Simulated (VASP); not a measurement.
# MgO, self-consistent run: which settings are enough?

MgO, P-6m2 (no. 187), 2 atoms in the cell. HSE06; PAW potentials Mg, O (PBE set). VASP 6.6.1.

Wanted: energy within 0.2 meV/atom; levels at the zone centre within 0.003 eV.

What the run is for: comparing ways to start; Accuracy asked: tight.

Levels at the zone centre: counted from the valence top at that point.

POSCAR:
```
MgO
1.0
    2.9380209034      0.0000000000      0.0000000000
   -1.4690104517      2.5444007392      0.0000000000
    0.0000000000      0.0000000000      2.6796800000
Mg O
1 1
Direct
    0.0000000000      0.0000000000      0.0000000000
    0.3333333333      0.6666666667      0.5000000000
```

## How the run starts (with a second run first, the time holds both)

| How the run starts (with a second run first, the time holds both) | Energy less reference (meV/atom) | Levels at the zone centre, largest deviation (eV) | Time (s) |
|---|---|---|---|
| from scratch: 16 SCF iterations | 0.00 | 0.0000 | 464 |
| PBE orbitals (WAVECAR): 11 + 9 SCF iterations | 0.00 | 0.0002 | 345 |
| PBE density (CHGCAR): 11 + 14 SCF iterations | 0.00 | 0.0002 | 380 |
| loose PBE orbitals: 9 + 9 SCF iterations | 0.00 | 0.0003 | 366 |
| coarse exchange grid first: 11 + 5 + 3 SCF iterations | 0.00 | 0.0005 | 179 |

Chosen: coarse exchange grid first: 11 + 5 + 3 SCF iterations, the fastest of those that stay within half of the tolerance.

## All choices together

| Input | Energy less reference (meV/atom) | Levels at the zone centre, largest deviation (eV) | Time (s) |
|---|---|---|---|
| chosen settings | 0.00 | 0.0005 | 179 |
| reference settings throughout | 0.00 | 0.0000 | 464 |

The tolerance is met.

Values of the reference run: Levels at the zone centre: -0.2031, 0, 5.002 eV from the valence top at Gamma.

## The input

INCAR.step1:
```
SYSTEM = MgO
  ISMEAR = 0
  SIGMA = 0.03
  LWAVE = .TRUE.
  LCHARG = .TRUE.
  ISIF = 2
  PREC = Accurate
  LASPH = .TRUE.
  LREAL = .FALSE.
  ALGO = Normal
  EDIFF = 1E-5
  NELM = 120
  GGA_COMPAT = .FALSE.
  ENCUT = 520
  EFERMI = MIDGAP
  GGA = PE
```

INCAR.step2, as INCAR.step1 but for:
```
- EDIFF = 1E-5
+ LHFCALC = .TRUE.
+ HFSCREEN = 0.2
+ EDIFF = 1E-4
+ PRECFOCK = Fast
+ ISTART = 1
+ NKRED = 2
```

INCAR.step3, as INCAR.step2 but for:
```
- LWAVE = .TRUE.
- LCHARG = .TRUE.
- EDIFF = 1E-4
- PRECFOCK = Fast
- NKRED = 2
+ LWAVE = .FALSE.
+ LCHARG = .FALSE.
+ EDIFF = 1E-6
+ PRECFOCK = Normal
```

KPOINTS:
```
k-points
0
Gamma
  6 6 6
```

Commands (each step's output is kept before the next begins):
```
cat potpaw_PBE.64/Mg/POTCAR potpaw_PBE.64/O/POTCAR > POTCAR
cp INCAR.step1 INCAR
mpirun -np 1 vasp_std > vasp.out
cp INCAR.step2 INCAR
mpirun -np 1 vasp_std > vasp.out
cp INCAR.step3 INCAR
mpirun -np 1 vasp_std > vasp.out
```

The chosen input took VASP 6.6.1 179 s on 1 core (Intel Xeon Platinum 8559C (Emerald Rapids)), a shared host.
